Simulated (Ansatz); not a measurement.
Born–Oppenheimer molecular dynamics of a periodic cell of 16 atoms, WC (start crystal WC, start structure P-6m2, volume 1.1 times the crystal's). It starts from a structure without forces on its atoms.

Computed with Ansatz, DFT PBE, scalar-relativistic, plane waves, PAW. Settings: PAW set soft_1, cutoff 420 eV, k mesh 2x2x2, fermi-dirac smearing 0.3 eV, no spin polarisation.

| Item | Value |
| --- | --- |
| ensemble | NVT, Langevin thermostat |
| time step | 0.75 fs |
| steps asked | 180 |
| set temperature | 3500 K |
| friction | 0.02 /fs |
| seed | 665438 |

Frames 1.5 fs apart, positions in Å, forces in eV/Å.

Velocities at 30.0 fs (Å/ps):

```
W 0.74 0.23 -1.27
C -21.46 4.56 5.05
W 0.74 5.30 3.65
C 26.94 -1.99 8.77
W 2.68 -0.77 -3.03
C -21.53 12.52 -0.32
W 0.13 -3.18 -0.44
C 15.56 8.43 -14.36
W 3.52 -3.73 2.54
C 7.69 -5.68 -12.31
W 0.86 -8.44 2.05
C -3.25 -7.78 0.70
W 0.68 -0.34 5.15
C 12.78 -11.87 4.94
W -1.20 3.73 0.44
C 11.23 -6.20 1.21
```

```xyz
16
Lattice="-2.9868 -5.1733 0.0000 4.4802 -2.5866 0.0000 0.0000 0.0000 5.8458" Properties=species:S:1:pos:R:3:forces:R:3 time_fs=30.0 energy_less_start_eV=4.027 T=2009
W -0.108 -5.220 -0.098 1.38 0.80 2.52
C 1.482 -4.341 1.515 0.24 -0.49 -1.15
W 0.021 -5.071 2.989 -2.07 -2.56 -2.66
C 1.403 -4.423 4.368 1.25 1.29 1.31
W -1.354 -2.607 -0.064 -2.42 0.47 2.41
C -0.074 -1.927 1.512 1.97 1.82 -0.26
W -1.488 -2.478 3.013 0.79 -3.05 -2.61
C 0.195 -1.714 4.489 -1.89 -0.17 -0.92
W 1.630 -2.628 0.006 -3.54 -0.83 1.22
C 3.179 -1.749 1.376 -3.34 1.07 1.53
W 1.589 -2.815 2.918 -2.54 5.20 0.18
C 2.870 -1.890 4.393 2.07 2.05 -0.45
W -0.074 0.084 0.001 3.82 -1.83 -0.40
C -1.570 -4.211 1.510 0.72 -0.94 -0.45
W -0.102 0.052 2.994 2.89 -0.84 -1.49
C -1.589 -4.150 4.301 0.69 -1.99 1.21
16
Lattice="-2.9868 -5.1733 0.0000 4.4802 -2.5866 0.0000 0.0000 0.0000 5.8458" Properties=species:S:1:pos:R:3:forces:R:3 time_fs=31.5 energy_less_start_eV=4.170 T=1883
W -0.107 -5.220 -0.101 1.47 0.78 2.58
C 1.451 -4.333 1.516 0.51 -0.66 -1.25
W 0.022 -5.062 2.994 -1.94 -2.70 -2.52
C 1.437 -4.422 4.382 0.82 1.17 1.15
W -1.350 -2.607 -0.067 -2.39 0.45 2.34
C -0.099 -1.900 1.509 2.16 1.73 -0.27
W -1.488 -2.482 3.012 0.82 -3.09 -2.60
C 0.216 -1.708 4.466 -2.07 -0.30 -0.66
W 1.636 -2.634 0.010 -3.65 -0.68 1.06
C 3.184 -1.757 1.357 -3.60 1.25 1.90
W 1.588 -2.827 2.921 -2.49 5.53 0.20
C 2.868 -1.897 4.387 2.19 2.10 -0.32
W -0.073 0.084 0.009 4.04 -2.08 -0.80
C -1.556 -4.227 1.511 0.59 -0.71 -0.48
W -0.104 0.058 2.994 2.95 -0.97 -1.49
C -1.571 -4.162 4.304 0.58 -1.81 1.15
16
Lattice="-2.9868 -5.1733 0.0000 4.4802 -2.5866 0.0000 0.0000 0.0000 5.8458" Properties=species:S:1:pos:R:3:forces:R:3 time_fs=33.0 energy_less_start_eV=4.203 T=2284
W -0.107 -5.221 -0.102 1.56 0.78 2.60
C 1.423 -4.333 1.514 0.77 -0.65 -1.27
W 0.023 -5.051 2.996 -1.80 -2.88 -2.34
C 1.476 -4.423 4.397 0.35 1.09 0.96
W -1.344 -2.606 -0.069 -2.34 0.42 2.33
C -0.117 -1.864 1.510 2.20 1.55 -0.30
W -1.488 -2.487 3.012 0.90 -3.11 -2.61
C 0.236 -1.712 4.442 -2.21 -0.29 -0.42
W 1.641 -2.641 0.015 -3.72 -0.54 0.86
C 3.174 -1.759 1.337 -3.58 1.28 2.24
W 1.586 -2.836 2.923 -2.35 5.70 0.22
C 2.868 -1.897 4.385 2.25 2.04 -0.24
W -0.071 0.085 0.019 4.16 -2.30 -1.12
C -1.542 -4.249 1.500 0.44 -0.42 -0.39
W -0.106 0.064 2.995 2.97 -1.08 -1.49
C -1.548 -4.177 4.314 0.41 -1.59 0.97
16
Lattice="-2.9868 -5.1733 0.0000 4.4802 -2.5866 0.0000 0.0000 0.0000 5.8458" Properties=species:S:1:pos:R:3:forces:R:3 time_fs=34.5 energy_less_start_eV=4.210 T=2492
W -0.106 -5.222 -0.100 1.68 0.72 2.57
C 1.397 -4.336 1.507 0.99 -0.56 -1.24
W 0.021 -5.041 2.998 -1.56 -3.09 -2.22
C 1.517 -4.428 4.410 -0.11 1.06 0.78
W -1.335 -2.606 -0.072 -2.32 0.36 2.28
C -0.133 -1.823 1.508 2.18 1.32 -0.30
W -1.486 -2.492 3.009 0.99 -3.10 -2.57
C 0.256 -1.719 4.420 -2.36 -0.25 -0.22
W 1.647 -2.646 0.021 -3.81 -0.45 0.64
C 3.157 -1.759 1.327 -3.38 1.23 2.41
W 1.583 -2.843 2.924 -2.16 5.77 0.23
C 2.867 -1.893 4.385 2.34 1.94 -0.23
W -0.070 0.084 0.029 4.16 -2.42 -1.35
C -1.529 -4.274 1.479 0.29 -0.08 -0.22
W -0.109 0.072 2.993 2.95 -1.22 -1.43
C -1.516 -4.200 4.319 0.10 -1.22 0.86
16
Lattice="-2.9868 -5.1733 0.0000 4.4802 -2.5866 0.0000 0.0000 0.0000 5.8458" Properties=species:S:1:pos:R:3:forces:R:3 time_fs=36.0 energy_less_start_eV=4.192 T=2520
W -0.106 -5.219 -0.095 1.84 0.55 2.50
C 1.374 -4.341 1.501 1.22 -0.41 -1.23
W 0.018 -5.031 2.998 -1.28 -3.38 -2.16
C 1.556 -4.428 4.421 -0.51 0.99 0.64
W -1.327 -2.605 -0.074 -2.29 0.28 2.22
C -0.144 -1.777 1.497 2.05 1.01 -0.21
W -1.484 -2.497 3.005 1.12 -2.99 -2.54
C 0.269 -1.728 4.398 -2.43 -0.19 -0.03
W 1.651 -2.653 0.026 -3.79 -0.28 0.39
C 3.135 -1.751 1.323 -3.02 1.06 2.43
W 1.577 -2.849 2.927 -1.95 5.79 0.17
C 2.867 -1.892 4.376 2.36 1.88 -0.02
W -0.069 0.082 0.040 4.00 -2.44 -1.50
C -1.514 -4.300 1.461 0.10 0.28 -0.08
W -0.111 0.081 2.992 2.94 -1.39 -1.40
C -1.476 -4.225 4.319 -0.37 -0.75 0.83
16
Lattice="-2.9868 -5.1733 0.0000 4.4802 -2.5866 0.0000 0.0000 0.0000 5.8458" Properties=species:S:1:pos:R:3:forces:R:3 time_fs=37.5 energy_less_start_eV=4.216 T=2586
W -0.106 -5.216 -0.087 2.03 0.39 2.34
C 1.351 -4.353 1.495 1.49 -0.09 -1.26
W 0.015 -5.021 3.000 -0.95 -3.74 -2.20
C 1.596 -4.431 4.428 -0.96 1.00 0.55
W -1.323 -2.604 -0.076 -2.16 0.15 2.19
C -0.155 -1.734 1.483 1.89 0.68 -0.11
W -1.481 -2.502 3.002 1.28 -2.87 -2.58
C 0.276 -1.728 4.371 -2.40 -0.21 0.20
W 1.654 -2.659 0.032 -3.73 -0.07 0.05
C 3.107 -1.730 1.319 -2.51 0.68 2.39
W 1.573 -2.854 2.927 -1.72 5.77 0.14
C 2.879 -1.890 4.364 2.10 1.79 0.27
W -0.069 0.080 0.051 3.75 -2.34 -1.56
C -1.496 -4.327 1.444 -0.17 0.65 0.05
W -0.112 0.090 2.991 2.97 -1.54 -1.45
C -1.438 -4.250 4.312 -0.92 -0.25 0.97
16
Lattice="-2.9868 -5.1733 0.0000 4.4802 -2.5866 0.0000 0.0000 0.0000 5.8458" Properties=species:S:1:pos:R:3:forces:R:3 time_fs=39.0 energy_less_start_eV=4.343 T=2419
W -0.107 -5.214 -0.079 2.22 0.24 2.16
C 1.332 -4.372 1.485 1.77 0.34 -1.23
W 0.014 -5.011 3.001 -0.61 -4.14 -2.30
C 1.638 -4.436 4.435 -1.42 1.12 0.44
W -1.320 -2.601 -0.078 -1.99 -0.01 2.21
C -0.168 -1.691 1.471 1.76 0.33 -0.02
W -1.478 -2.506 2.998 1.45 -2.76 -2.65
C 0.284 -1.724 4.342 -2.35 -0.28 0.44
W 1.657 -2.665 0.038 -3.68 0.11 -0.30
C 3.074 -1.707 1.316 -1.93 0.23 2.35
W 1.570 -2.858 2.926 -1.49 5.68 0.12
C 2.896 -1.882 4.353 1.75 1.65 0.55
W -0.068 0.075 0.060 3.47 -2.12 -1.58
C -1.480 -4.348 1.431 -0.47 0.96 0.15
W -0.115 0.098 2.991 3.03 -1.65 -1.53
C -1.401 -4.274 4.303 -1.51 0.30 1.18
16
Lattice="-2.9868 -5.1733 0.0000 4.4802 -2.5866 0.0000 0.0000 0.0000 5.8458" Properties=species:S:1:pos:R:3:forces:R:3 time_fs=40.5 energy_less_start_eV=4.586 T=2461
W -0.107 -5.212 -0.071 2.37 0.07 1.97
C 1.306 -4.390 1.477 2.16 0.80 -1.24
W 0.014 -5.004 3.000 -0.30 -4.56 -2.41
C 1.681 -4.444 4.443 -1.93 1.30 0.32
W -1.318 -2.597 -0.081 -1.69 -0.22 2.33
C -0.177 -1.646 1.460 1.54 -0.10 0.09
W -1.477 -2.510 2.994 1.68 -2.69 -2.75
C 0.290 -1.724 4.312 -2.31 -0.29 0.69
W 1.661 -2.671 0.043 -3.67 0.26 -0.61
C 3.035 -1.686 1.317 -1.27 -0.22 2.28
W 1.566 -2.862 2.926 -1.24 5.56 0.04
C 2.911 -1.869 4.342 1.47 1.46 0.81
W -0.066 0.070 0.069 3.12 -1.80 -1.58
C -1.464 -4.364 1.422 -0.82 1.24 0.23
W -0.116 0.103 2.992 3.10 -1.73 -1.61
C -1.363 -4.301 4.294 -2.21 0.91 1.44
16
Lattice="-2.9868 -5.1733 0.0000 4.4802 -2.5866 0.0000 0.0000 0.0000 5.8458" Properties=species:S:1:pos:R:3:forces:R:3 time_fs=42.0 energy_less_start_eV=4.905 T=2507
W -0.105 -5.208 -0.065 2.46 -0.22 1.82
C 1.281 -4.406 1.467 2.54 1.25 -1.21
W 0.015 -5.000 2.997 -0.02 -4.94 -2.53
C 1.730 -4.452 4.458 -2.54 1.55 0.05
W -1.316 -2.592 -0.084 -1.32 -0.52 2.53
C -0.186 -1.606 1.446 1.32 -0.53 0.30
W -1.475 -2.512 2.990 1.91 -2.65 -2.86
C 0.291 -1.730 4.289 -2.20 -0.27 0.87
W 1.665 -2.679 0.047 -3.68 0.41 -0.84
C 2.986 -1.667 1.330 -0.49 -0.66 2.10
W 1.562 -2.866 2.927 -0.97 5.43 -0.01
C 2.931 -1.855 4.340 1.18 1.27 0.93
W -0.062 0.062 0.077 2.68 -1.37 -1.56
C -1.453 -4.385 1.414 -1.12 1.54 0.35
W -0.117 0.108 2.991 3.14 -1.77 -1.62
C -1.326 -4.325 4.286 -2.88 1.47 1.69
16
Lattice="-2.9868 -5.1733 0.0000 4.4802 -2.5866 0.0000 0.0000 0.0000 5.8458" Properties=species:S:1:pos:R:3:forces:R:3 time_fs=43.5 energy_less_start_eV=5.242 T=2543
W -0.103 -5.204 -0.058 2.50 -0.47 1.62
C 1.260 -4.415 1.455 2.86 1.60 -1.09
W 0.017 -4.995 2.994 0.27 -5.27 -2.71
C 1.769 -4.459 4.486 -3.03 1.80 -0.52
W -1.313 -2.587 -0.086 -0.89 -0.83 2.75
C -0.186 -1.573 1.423 1.08 -0.96 0.67
W -1.471 -2.514 2.984 1.98 -2.47 -2.85
C 0.285 -1.733 4.274 -2.02 -0.27 0.96
W 1.669 -2.687 0.051 -3.67 0.63 -1.01
C 2.934 -1.645 1.349 0.22 -1.06 1.93
W 1.557 -2.869 2.928 -0.70 5.27 0.04
C 2.956 -1.837 4.345 0.81 1.05 0.95
W -0.055 0.056 0.084 2.29 -0.89 -1.63
C -1.440 -4.396 1.409 -1.42 1.76 0.45
W -0.120 0.112 2.988 3.18 -1.76 -1.58
C -1.296 -4.340 4.273 -3.47 1.89 2.02
16
Lattice="-2.9868 -5.1733 0.0000 4.4802 -2.5866 0.0000 0.0000 0.0000 5.8458" Properties=species:S:1:pos:R:3:forces:R:3 time_fs=45.0 energy_less_start_eV=5.639 T=2456
W -0.100 -5.199 -0.051 2.51 -0.75 1.39
C 1.244 -4.418 1.441 3.11 1.85 -0.94
W 0.017 -4.991 2.991 0.63 -5.60 -2.96
C 1.805 -4.465 4.514 -3.53 2.07 -1.17
W -1.312 -2.582 -0.087 -0.32 -1.20 3.03
C -0.178 -1.541 1.399 0.79 -1.46 1.12
W -1.468 -2.515 2.978 2.02 -2.26 -2.79
C 0.271 -1.743 4.264 -1.77 -0.20 0.99
W 1.671 -2.695 0.054 -3.65 0.87 -1.15
C 2.879 -1.629 1.371 0.88 -1.30 1.80
W 1.552 -2.873 2.928 -0.43 5.14 0.12
C 2.987 -1.813 4.357 0.40 0.78 0.87
W -0.047 0.049 0.089 2.03 -0.36 -1.76
C -1.421 -4.401 1.410 -1.82 1.93 0.50
W -0.123 0.116 2.985 3.21 -1.76 -1.50
C -1.268 -4.349 4.258 -4.05 2.24 2.45
16
Lattice="-2.9868 -5.1733 0.0000 4.4802 -2.5866 0.0000 0.0000 0.0000 5.8458" Properties=species:S:1:pos:R:3:forces:R:3 time_fs=46.5 energy_less_start_eV=6.067 T=2406
W -0.097 -5.192 -0.044 2.51 -1.01 1.19
C 1.230 -4.415 1.432 3.29 1.97 -0.78
W 0.014 -4.988 2.986 0.95 -5.88 -3.15
C 1.841 -4.465 4.545 -4.09 2.33 -1.89
W -1.312 -2.576 -0.087 0.36 -1.57 3.39
C -0.167 -1.513 1.382 0.52 -1.92 1.52
W -1.464 -2.515 2.971 1.99 -2.07 -2.64
C 0.246 -1.756 4.256 -1.43 -0.09 1.00
W 1.673 -2.702 0.057 -3.66 1.12 -1.26
C 2.829 -1.618 1.391 1.41 -1.38 1.76
W 1.546 -2.876 2.929 -0.25 5.04 0.21
C 3.003 -1.786 4.378 0.30 0.45 0.61
W -0.038 0.042 0.095 1.82 0.17 -1.96
C -1.399 -4.397 1.416 -2.24 2.00 0.52
W -0.124 0.122 2.983 3.07 -1.71 -1.29
C -1.242 -4.355 4.250 -4.58 2.54 2.78
```

Of the whole run (135 fs, mean temperature of the second half 2968 K): The mean temperature of the second half is 15 % below the set value. A run of 0.14 ps of so small a system gives no equilibrium averages. Limits of this set-up: coarse k mesh.

Run time: 14 min on 1 thread of Arm Neoverse V2, with other jobs on the host, peak memory 0.54 GiB.
